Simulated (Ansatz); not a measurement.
The following input was run with Ansatz 0.2.0.

```yaml
crystal:
  lattice:
    - [3.7218271124, -0.0365149924, 0.0]
    - [-1.8925364672, 3.2399364243, 0.0]
    - [0.0, 0.0, 5.888613618]
  atoms:
    - { symbol: "Y", position: [0.3537136353, 0.6977966384, 0.25] }
    - { symbol: "Y", position: [0.6462863647, 0.3022033616, 0.75] }
basis:
  ecutwfc: 420
kpoints:
  mp_grid: { grid: [12, 12, 6] }
hamiltonian:
  xc: pbe
scf:
  occupations: { method: gaussian, width: 0.1 }
output:
  forces: true
  stress: true
  eigenvalues: true
```

Launched with
```bash
ansatz run input.yaml --threads 1 --pin off --max-ram 1331MiB --backend cpu --events-out ev --progress --plain --runs-dir out
```

Computed with Ansatz 0.2.0, DFT PBE, scalar-relativistic, plane waves, PAW.

From the run's log, abridged (iterations and final results):

```
SCF iter   1: F=—  HF=-7697.276031 eV  |F-HF|=—  |Δ(HF+E_count)|=         —  Δρ=1.78e-3  dr2=1.90e-3  ethr=1.77e-3  ⟨swp⟩=4.2  Hψ=19233  notcnv=0
SCF iter   2: F=—  HF=-7697.276694 eV  |F-HF|=—  |Δ(HF+E_count)|=   6.63e-4  Δρ=1.15e-3  dr2=8.01e-4  ethr=8.63e-6  ⟨swp⟩=2.1  Hψ=9533  notcnv=0
SCF iter   3: F=—  HF=-7697.277156 eV  |F-HF|=—  |Δ(HF+E_count)|=   4.62e-4  Δρ=2.66e-4  dr2=6.26e-5  ethr=3.64e-6  ⟨swp⟩=2.2  Hψ=5311  notcnv=0
SCF iter   4: F=—  HF=-7697.277140 eV  |F-HF|=—  |Δ(HF+E_count)|=   1.62e-5  Δρ=1.35e-4  dr2=8.26e-6  ethr=2.85e-7  ⟨swp⟩=2.6  Hψ=6810  notcnv=0
SCF iter   5: F=-7697.277141 eV  HF=-7697.277141 eV  |F-HF|=3.03e-8  |Δ(HF+E_count)|=   1.37e-6  Δρ=1.13e-5  dr2=5.58e-8  ethr=3.75e-8  ⟨swp⟩=2.0  Hψ=7092  notcnv=0
SCF iter   6: F=-7697.277141 eV  HF=-7697.277141 eV  |F-HF|=7.13e-9  |Δ(HF+E_count)|=   4.14e-8  Δρ=4.15e-6  dr2=1.17e-8  ethr=2.54e-10  ⟨swp⟩=2.0  Hψ=15002  notcnv=0
SCF 1 converged in 6 iterations: F = -7697.277141 eV  dr2 = 1.17e-8
SCF converged after 6 iterations
Free energy (F): -7697.277141 eV
Harris-Foulkes:  -7697.277141 eV  (|F-HF|=7.13e-9)
Internal energy: -7697.255440 eV  (E = F + TS)
E sigma→0 (E₀):  -7697.266291 eV
Entropy (-TS):   -0.021701 eV (-10.851 meV/atom)
Fermi energy:    8.543044 eV
--- Per-component energies (eV) ---
  E_band       = -263.876308
  E_kinetic    = 606.165032
  E_local      = -1281.221314  (includes V_loc(G=0)·N_el)
  E_nonlocal   = 99.912895
  E_hartree    = 406.520061
  E_xc         = -344.643152
  E_vxc        = -395.402741  (∫ρ·V_xc dr)
  E_paw        = -5650.570332  (= ΣΔE_a)
  E_vpaw       = -106.366846  (= ΣTr[D̂ρ^β])
  E_aug_tail   = 0.000006  (compensation charges beyond the density's cutoff)
  E_ewald      = -1533.418635
  E_smearing   = -0.021701  (= −TS)
--- Forces (eV/Å), atoms counted from 1 ---
  atom   1  Y     -0.01124726    -0.24378030     0.00000000
  atom   2  Y      0.01124726     0.24378030     0.00000000
--- Stress (GPa, compression-positive) ---
       -2.887900       0.408967       0.000000
        0.408967      -1.895876       0.000000
        0.000000       0.000000      -3.009212
  P = ⅓ Tr σ = -2.5977 GPa (-25.977 kbar)
--- Band table (eV; the first three rows and the last of 296) ---
  k-point 0: bands = ["-34.2986", "-34.2453", "-14.5061", "-14.1431", "-14.1094", "-14.0696", "-14.0511", "-14.0350", "4.0135", "6.7928", "9.1838", "10.1090", "10.3172", "10.4045", "10.6302"]
  k-point 1: bands = ["-34.2950", "-34.2489", "-14.4762", "-14.1390", "-14.1067", "-14.0725", "-14.0661", "-14.0568", "4.1786", "6.6204", "9.1000", "10.0546", "10.1863", "10.3163", "10.5028"]
  k-point 2: bands = ["-34.2853", "-34.2587", "-14.3937", "-14.1659", "-14.1124", "-14.0985", "-14.0811", "-14.0715", "4.6482", "6.0831", "9.1202", "9.8393", "10.0112", "10.2363", "10.2613"]
  k-point 295: bands = ["-34.2471", "-34.2471", "-14.4513", "-14.4513", "-14.1829", "-14.1829", "-14.1334", "-14.1334", "7.0139", "7.0139", "8.5289", "8.5289", "9.7345", "9.7345", "11.3294"]
```

Self-consistency was reached.